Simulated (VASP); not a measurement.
# La (P6_3/mmc) in VASP: further runs, part 2 of 2

VASP 6.6.1. Earlier steps stand in the parts before.

**4. Relaxation of cell and atoms, PBE**

INCAR

```
SYSTEM = La
  ALGO = Normal
  EDIFF = 1E-6
  EDIFFG = -0.01
  ENCUT = 600
  GGA = PE
  IBRION = 2
  ISIF = 3
  ISMEAR = 1
  LASPH = .TRUE.
  LCHARG = .FALSE.
  LREAL = .FALSE.
  LWAVE = .FALSE.
  NELM = 80
  NSW = 90
  PREC = Accurate
  SIGMA = 0.1
```

KPOINTS

```
k-points
0
G
  12 12 6
  0 0 0
```

POSCAR

```
La
1.0
    3.7500000000      0.0000000000      0.0000000000
   -1.8750000000      3.2475952600      0.0000000000
    0.0000000000      0.0000000000      6.0700000000
La
2
Direct
    0.3333333300      0.6666666700      0.2500000000
    0.6666666700      0.3333333300      0.7500000000
```

Potentials or basis: VASP PAW PBE potentials, release 64 (La).

The run is started by

```bash
$ cat potpaw_PBE.64/La/POTCAR > POTCAR
$ mpirun -np 1 vasp_std > vasp.out
```

OUTCAR:

```text
SYSTEM = La
   EDIFF = 1E-6
   EDIFFG = -0.01
   ENCUT = 600
   GGA = PE
   IBRION = 2
   ISIF = 3
   ISMEAR = 1
   LASPH = .TRUE.
   LREAL = .FALSE.
   NELM = 80
   NSW = 90
   PREC = Accurate

 ion  position               nearest neighbor table
   1  0.333  0.667  0.250-
   2  0.667  0.333  0.750-

  LATTYP: Found a hexagonal cell.
 ALAT       =     3.7500000000
 C/A-ratio  =     1.6186666667

  Lattice vectors:

 A1 = (   3.7500000000,   0.0000000000,   0.0000000000)
 A2 = (  -1.8750000000,   3.2475952600,   0.0000000000)
 A3 = (   0.0000000000,   0.0000000000,   6.0700000000)

Analysis of symmetry for initial positions (statically):
=====================================================================
 Subroutine PRICEL returns:
 Original cell was already a primitive cell.

 Routine SETGRP: Setting up the symmetry group for a
 hexagonal supercell.

 Subroutine GETGRP returns: Found 24 space group operations
 (whereof 12 operations were pure point group operations)
 out of a pool of 24 trial point group operations.

The static configuration has the point symmetry D_3d.
 The point group associated with its full space group is D_6h.

Analysis of symmetry for dynamics (positions and initial velocities):
=====================================================================
 Subroutine PRICEL returns:
 Original cell was already a primitive cell.

 Routine SETGRP: Setting up the symmetry group for a
 hexagonal supercell.

 Subroutine GETGRP returns: Found 24 space group operations
 (whereof 12 operations were pure point group operations)
 out of a pool of 24 trial point group operations.

The dynamic configuration has the point symmetry D_3d.
 The point group associated with its full space group is D_6h.

 Subroutine INISYM returns: Found 24 space group operations
 (whereof 12 operations are pure point group operations),
 and found     1 'primitive' translations

----------------------------------------------------------------------------------------

                                     Primitive cell

  volume of cell :      73.9234

  direct lattice vectors                    reciprocal lattice vectors
     3.750000000  0.000000000  0.000000000     0.266666667  0.153960072  0.000000000
    -1.875000000  3.247595260  0.000000000     0.000000000  0.307920144  0.000000000
     0.000000000  0.000000000  6.070000000     0.000000000  0.000000000  0.164744646

  length of vectors
     3.750000000  3.749999996  6.070000000     0.307920144  0.307920144  0.164744646

  position of ions in fractional coordinates (direct lattice)
     0.333333330  0.666666670  0.250000000
     0.666666670  0.333333330  0.750000000

  ion indices of the primitive-cell ions
   primitive index   ion index
                 1           1
                 2           2

----------------------------------------------------------------------------------------

 KPOINTS: k-points

Automatic generation of k-mesh.
 Grid dimensions read from file:
 generate k-points for:   12   12    6

 Generating k-lattice:

  Cartesian coordinates                     Fractional coordinates (reciprocal lattice)
     0.022222222  0.012830006  0.000000000     0.083333333  0.000000000  0.000000000
[... 54 lines left out ...]
   LNONCOLLINEAR =      F non collinear calculations
   LSORBIT =      F    spin-orbit coupling
   LASPH  =      T    aspherical Exc in radial PAW
   ENCUT  =  600.0 eV  44.10 Ry    6.64 a.u.   7.49  7.49 12.12*2*pi/ulx,y,z
   NELM   =     80;   NELMIN=  2; NELMDL= -5     # of ELM steps
   EDIFF  = 0.1E-05   stopping-criterion for ELM
   LREAL  =      F    real-space projection
   EDIFFG = -.1E-01   stopping-criterion for IOM
   NSW    =     90    number of steps for IOM
   IBRION =      2    ionic relax: 0-MD 1-quasi-New 2-CG
   NFREE  =      1    steps in history (QN), initial steepest desc. (CG)
   ISIF   =      3    stress and relaxation
   ISYM   =      2    0-nonsym 1-usesym 2-fastsym
   POTIM  = 0.5000    time-step for ionic-motion
   TEBEG  =    0.0;   TEEND  =   0.0 temperature during run
   PSTRESS=    0.0 pullay stress
   NELECT =      22.0000    total number of electrons
   NUPDOWN=      -1.0000    fix difference up-down
   EMIN   =  10.00;   EMAX   =-10.00  energy-range for DOS
   EFERMI =   0.00;   METHOD = LEGACY
   ISMEAR =     1;   SIGMA  =   0.10  broadening in eV -4-tet -1-fermi 0-gaus
   EFERMI_NEDOS =   21; number of points for ismear=-14 and -15
   IALGO  =     38    algorithm
   IMIX   =      4    mixing-type and parameters
     AMIX     =   0.40;   BMIX     =  1.00
     AMIX_MAG =   1.60;   BMIX_MAG =  1.00
  volume/ion in A,a.u.               =      36.96       249.43
  Fermi-wavevector in a.u.,A,eV,Ry     =   1.093004  2.065478 16.254307  1.194658
  Thomas-Fermi vector in A             =   2.229281
   LORBIT       =      0    0 simple, 1 ext, 2 COOP (PROOUT), +10 PAW based schemes
   GGA     = PE    functional components
   LHFCALC =     F    Hartree Fock is set to
   AEXX    =    0.0000 exact exchange contribution
   IVDW    =     0    specifies the selected vdW correction
   LEPSILON=     F    determine dielectric tensor
   LRPA    =     F    only Hartree local field effects (RPA)
 conjugate gradient relaxation of ions
 non-spin polarized calculation
 Methfessel and Paxton  Order N= 1 SIGMA  =   0.10
  energy-cutoff  :      600.00
  volume of cell :       73.92
 maximum number of plane-waves:      2503
 NGX is ok and might be reduce to    30
   NGX = 15   NGY = 15   NGZ = 25

--------------------------------------- Ionic step        1  -------------------------------------------

 number of electron      21.9999997 magnetization

 Free energy of the ion-electron system (eV)
  ---------------------------------------------------
  ext. energy  EPLUGINS =         0.00000000
  ---------------------------------------------------
  free energy    TOTEN  =        -9.71303140 eV

  energy without entropy =       -9.71278554  energy(sigma->0) =       -9.71294944

------------------------ aborting loop because EDIFF is reached ----------------------------------------

  FORCE on cell =-STRESS in cart. coord.  units (eV):
  Direction    XX          YY          ZZ          XY          YZ          ZX
  --------------------------------------------------------------------------------------
  -------------------------------------------------------------------------------------
  Total        0.2548451      0.2548451      0.1613913      0.0000000      0.0000000      0.0000000
  in kB        5.5233818      5.5233817      3.4979109      0.0000000      0.0000000      0.0000000
  external PRESSURE =       4.8482248 kB  Pullay stress =       0.0000000 kB
[... 203 lines left out ...]
--------------------------------------- Ionic step        7  -------------------------------------------

 number of electron      22.0000000 magnetization

 Free energy of the ion-electron system (eV)
  ---------------------------------------------------
  ext. energy  EPLUGINS =         0.00000000
  ---------------------------------------------------
  free energy    TOTEN  =        -9.71536230 eV

  energy without entropy =       -9.71434456  energy(sigma->0) =       -9.71502305

 E-fermi :   7.7265     XC(G=0):  -9.5059

 val. band max:        7.7147102022   @ k =   0.4167   0.0000   0.3333
 cond. band min:       7.7292544078   @ k =   0.3333   0.3333   0.0000
 fundamental gap:      0.0145442056
 Fermi energy:         7.7265253371

 k-point     1 :       0.0000    0.0000    0.0000
  band No.  band energies     occupation
      1     -25.1528      2.00000
      2     -24.9547      2.00000
      3      -9.5136      2.00000
      4      -8.3753      2.00000
      5      -8.3753      2.00000
      6      -8.1898      2.00000
      7      -8.1898      2.00000
      8      -8.1418      2.00000
      9       4.5488      2.00000
     10       5.9909      2.00000
     11       8.8448     -0.00000
     12       9.0278     -0.00000
     13       9.0278     -0.00000
     14       9.2583     -0.00000
[... 401 lines left out ...]
      2     -24.9183      2.00000
      3      -9.2568      2.00000
      4      -9.0210      2.00000
      5      -8.9053      2.00000
      6      -8.5832      2.00000
      7      -8.3428      2.00000
      8      -8.3234      2.00000
      9       6.1556      2.00000
     10       6.6117      2.00000
     11       7.4044      2.00005
     12       7.9659     -0.00367
     13       8.8257     -0.00000
     14       9.1207     -0.00000
     15       9.2682     -0.00000

 [... further k-points ...]

------------------------ aborting loop because EDIFF is reached ----------------------------------------

  FORCE on cell =-STRESS in cart. coord.  units (eV):
  Direction    XX          YY          ZZ          XY          YZ          ZX
  --------------------------------------------------------------------------------------
  -------------------------------------------------------------------------------------
  Total       -0.0019927     -0.0019927      0.0005126      0.0000000     -0.0000000      0.0000000
  in kB       -0.0424002     -0.0424002      0.0109081      0.0000000     -0.0000000      0.0000000
  external PRESSURE =      -0.0246308 kB  Pullay stress =       0.0000000 kB
[... 17 lines left out ...]
  FREE ENERGIE OF THE ION-ELECTRON SYSTEM (eV)
  ---------------------------------------------------
  free  energy   TOTEN  =        -9.7153622981 eV

  energy  without entropy=       -9.7143445620  energy(sigma->0) =       -9.71502305

 reached required accuracy - stopping structural energy minimisation
```

OSZICAR:

```text
N       E                     dE             d eps       ncg     rms          rms(c)
DAV:   1     0.259719619638E+03    0.25972E+03   -0.89203E+03  2280   0.225E+03
DAV:   2     0.316715111640E+02   -0.22805E+03   -0.22622E+03  3488   0.351E+02
DAV:   3    -0.525564697434E+01   -0.36927E+02   -0.36592E+02  3928   0.164E+02
[... 51 lines left out ...]
DAV:   1    -0.971607382588E+01   -0.75906E-03   -0.58487E-02  3388   0.555E+00    0.124E-01
DAV:   2    -0.971554486767E+01    0.52896E-03   -0.17655E-03  3962   0.525E-01    0.651E-02
DAV:   3    -0.971536146518E+01    0.18340E-03   -0.99324E-04  4336   0.388E-01    0.167E-02
DAV:   4    -0.971536183200E+01   -0.36682E-06   -0.38791E-05  3917   0.605E-02    0.109E-02
DAV:   5    -0.971536229813E+01   -0.46613E-06   -0.17156E-06  2682   0.161E-02
   7 F= -.97153623E+01 E0= -.97150231E+01  d E =-.187106E-03
```

It took 2.9 min on 1 thread of Intel Xeon 6975P-C (Granite Rapids), shared host; peak memory 0.28 GiB.

Results:

```
Free energy                            : -9.7154 eV
Relaxed volume                         : 37.65 Å³/atom
Relaxed cell                           : a = 3.784 Å, b = 3.784 Å, c = 6.071 Å, α = 90.00°, β = 90.00°, γ = 120.00°
Space group after relaxing (to 0.05 Å) : P6_3/mmc (No. 194)
Energy gained by relaxing              : 1.2 meV/atom
Ionic steps                            : 7
Pressure after relaxing                : 0.0 GPa
Band gap on the k mesh                 : none (metal or under the smearing width)
```

Step by step:
```
step  energy change (eV)  largest force (eV/Å)  pressure (GPa)  volume (Å³)
   1              0.0000                0.0000            0.48        73.92
   2             -0.0021                0.0000            0.04        75.13
   3             -0.0021                0.0000           -0.01        75.29
   4             -0.0021                0.0000           -0.02        75.32
   5             -0.0022                0.0000           -0.01        75.31
   6             -0.0023                0.0000           -0.01        75.31
   7             -0.0023                0.0000            0.00        75.30
```

Final structure:
```cif
data_structure
_symmetry_space_group_name_H-M 'P 1'
_symmetry_Int_Tables_number 1
_cell_length_a 3.7844
_cell_length_b 3.7844
_cell_length_c 6.0709
_cell_angle_alpha 90.000
_cell_angle_beta 90.000
_cell_angle_gamma 120.000
_cell_volume 75.30
loop_
_atom_site_label
_atom_site_type_symbol
_atom_site_fract_x
_atom_site_fract_y
_atom_site_fract_z
_atom_site_occupancy
La1 La 0.33333 0.66667 0.25000 1
La2 La 0.66667 0.33333 0.75000 1
```

Levels at points of the mesh, in eV from the Fermi level:
| k point | band 9 | band 10 | band 11 | band 12 | band 13 | band 14 |
| --- | --- | --- | --- | --- | --- | --- |
| (0.00, 0.00, 0.00) | -3.18 | -1.74 | 1.12 | 1.30 | 1.30 | 1.53 |
| (0.50, 0.00, 0.00) | -1.56 | -1.14 | -1.10 | 1.14 | 1.19 | 1.32 |
| (0.00, 0.00, 0.50) | -1.86 | -1.86 | 0.60 | 0.60 | 1.34 | 1.34 |
| (0.50, 0.00, 0.50) | -1.63 | -1.63 | -0.35 | -0.35 | 1.56 | 1.56 |

Spin-orbit coupling is left out, which matters for the levels of La. PBE usually gives volumes a little too large and moduli too small.

**5. Relaxation of cell and atoms, PBE**

This run uses another cell than the first one, of 37.65 Å³/atom, 1.019 times its volume.

Edit INCAR of step 4 so:

```diff
@@ -2,4 +2,4 @@
   ALGO = Normal
-  EDIFF = 1E-6
-  EDIFFG = -0.01
+  EDIFF = 1E-7
+  EDIFFG = -0.005
   ENCUT = 600
```

KPOINTS is that of step 4.

POSCAR

```
La                                      
1.0
    3.7843979026      0.0000000000      0.0000000000
   -1.8921989513      3.2773847173      0.0000000000
    0.0000000000      0.0000000000      6.0709280829
  La            
     2
Direct
     0.3333333300000021    0.6666666699999979    0.2500000000000000
     0.6666666699999979    0.3333333300000021    0.7500000000000000
```

Potentials or basis: VASP PAW PBE potentials, release 64 (La).

The run is started by

```bash
$ cat potpaw_PBE.64/La/POTCAR > POTCAR
$ mpirun -np 1 vasp_std > vasp.out
```

OUTCAR:

```text
SYSTEM = La
   EDIFF = 1E-7
   EDIFFG = -0.005
   ENCUT = 600
   GGA = PE
   IBRION = 2
   ISIF = 3
   ISMEAR = 1
   LASPH = .TRUE.
   LREAL = .FALSE.
   NELM = 80
   NSW = 90
   PREC = Accurate

 ion  position               nearest neighbor table
   1  0.333  0.667  0.250-
   2  0.667  0.333  0.750-

  LATTYP: Found a hexagonal cell.
 ALAT       =     3.7843979026
 C/A-ratio  =     1.6041991987

[... 624 lines left out ...]

------------------------ aborting loop because EDIFF is reached ----------------------------------------

  FORCE on cell =-STRESS in cart. coord.  units (eV):
  Direction    XX          YY          ZZ          XY          YZ          ZX
  --------------------------------------------------------------------------------------
  -------------------------------------------------------------------------------------
  Total        0.0007549      0.0007549     -0.0080286      0.0000000      0.0000000      0.0000000
  in kB        0.0160626      0.0160626     -0.1708330      0.0000000      0.0000000      0.0000000
  external PRESSURE =      -0.0462359 kB  Pullay stress =       0.0000000 kB

 VOLUME and BASIS-vectors are now :
 -----------------------------------------------------------------------------
  energy-cutoff  :      600.00
  volume of cell :       75.30
      direct lattice vectors                 reciprocal lattice vectors
     3.784397903  0.000000000  0.000000000     0.264242827  0.152560667  0.000000000
    -1.892198951  3.277384717  0.000000000     0.000000000  0.305121335  0.000000000
     0.000000000  0.000000000  6.070928083     0.000000000  0.000000000  0.164719461

 POSITION                                       TOTAL-FORCE (eV/Angst)
 -----------------------------------------------------------------------------------
     -0.00000      2.18492      1.51773         0.000000     -0.000000      0.000000
      1.89220      1.09246      4.55320        -0.000000      0.000000      0.000000
 -----------------------------------------------------------------------------------
    total drift:                               -0.000008      0.000005     -0.000000

  FREE ENERGIE OF THE ION-ELECTRON SYSTEM (eV)
  ---------------------------------------------------
  free  energy   TOTEN  =        -9.7155335195 eV

  energy  without entropy=       -9.7145170694  energy(sigma->0) =       -9.71519470

 reached required accuracy - stopping structural energy minimisation
```

CONTCAR:

```text
La
   1.00000000000000
     3.7843979025999999    0.0000000000000000    0.0000000000000000
    -1.8921989512999999    3.2773847172999999    0.0000000000000000
     0.0000000000000000    0.0000000000000000    6.0709280829000001
  La
     2
Direct
     0.3333333300000021    0.6666666699999979    0.2500000000000000
     0.6666666699999979    0.3333333300000021    0.7500000000000000

  0.00000000E+00  0.00000000E+00  0.00000000E+00
  0.00000000E+00  0.00000000E+00  0.00000000E+00
```

Run time: 57 s. Hardware: 1 thread of Intel Xeon 6975P-C (Granite Rapids), shared host; peak memory 0.27 GiB.

What came out:

* Free energy: -9.7155 eV
* Pressure after relaxing: 0.0 GPa
* Band gap on the k mesh: none (metal or under the smearing width)

Final structure:
```
La
1.0
     3.78440    0.00000    0.00000
    -1.89220    3.27738    0.00000
     0.00000    0.00000    6.07093
La
2
Direct
  0.33333 0.66667 0.25000
  0.66667 0.33333 0.75000
```

Levels at points of the mesh, in eV from the Fermi level:
```
           k point  band 7  band 8  band 9  band 10  band 11  band 12  band 13  band 14  band 15
(0.00, 0.00, 0.00)  -15.92  -15.87   -3.18    -1.74     1.12     1.30     1.30     1.53     1.62
(0.50, 0.00, 0.00)  -16.21  -16.07   -1.56    -1.14    -1.10     1.14     1.19     1.32     1.48
(0.00, 0.00, 0.50)  -16.01  -16.01   -1.86    -1.86     0.60     0.60     1.34     1.35     1.36
(0.50, 0.00, 0.50)  -16.22  -16.22   -1.63    -1.63    -0.35    -0.35     1.56     1.56     1.73
```

Caveat: the relaxation stopped at its first step, so nothing moved. Spin-orbit coupling is left out, which matters for the levels of La.
